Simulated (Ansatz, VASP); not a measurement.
**Two plane-wave programs on Cu**

File INCAR:

```
ALGO = Normal
EDIFF = 1E-7
ENCUT = 520
GGA = PS
ISIF = 2
ISMEAR = -1
LASPH = True
LCHARG = True
LELF = True
LREAL = False
LVHAR = True
LWAVE = False
NBANDS = 12
NELM = 60
PREC = Accurate
SIGMA = 0.1
```

File KPOINTS:

```
k-points
0
Gamma
  14 14 14
```

Contents of POSCAR:

```
Cu
1.0
    0.0000000000      1.7579543034      1.7579543034
    1.7579543034      0.0000000000      1.7579543034
    1.7579543034      1.7579543034      0.0000000000
Cu
1
Direct
    0.0000000000      0.0000000000      0.0000000000
```

Input for Ansatz:

```yaml
crystal:
  lattice:
    - [0.0, 1.7579543033905822, 1.7579543033905822]
    - [1.7579543033905822, 0.0, 1.7579543033905822]
    - [1.7579543033905822, 1.7579543033905822, 0.0]
  atoms:
    - { symbol: Cu, position: [0.0, 0.0, 0.0] }
basis:
  ecutwfc: 500.0
kpoints:
  mp_grid:
    grid: [14, 14, 14]
hamiltonian:
  xc: pbesol
scf:
  occupations:
    method: fermi_dirac
    width: 0.1
output:
  stress: true
```

Alike in both runs: task single point; functional PBEsol; k mesh 14 × 14 × 14; occupations fermi-dirac, width 0.1 eV; no spin polarisation.

```csv
,VASP,Ansatz
version,VASP 6.6.1,Ansatz 0.2.0
potentials or method,"VASP PAW PBE potentials, release 64 (Cu)","plane waves, PAW"
plane-wave cutoff (eV),520,500
valence electrons in the cell,11,19
```

|  | VASP | Ansatz | Ansatz less VASP |
| --- | --- | --- | --- |
| pressure (GPa) | 8.3 | 7.6 | -0.75 |

The functional is the same, so the differences come from potentials, cutoffs and numerics. The two sets of potentials don't hold the same shells in valence.

Caveats: the PAW data sets were made with another functional, which shifts forces and pressure a little (VASP).
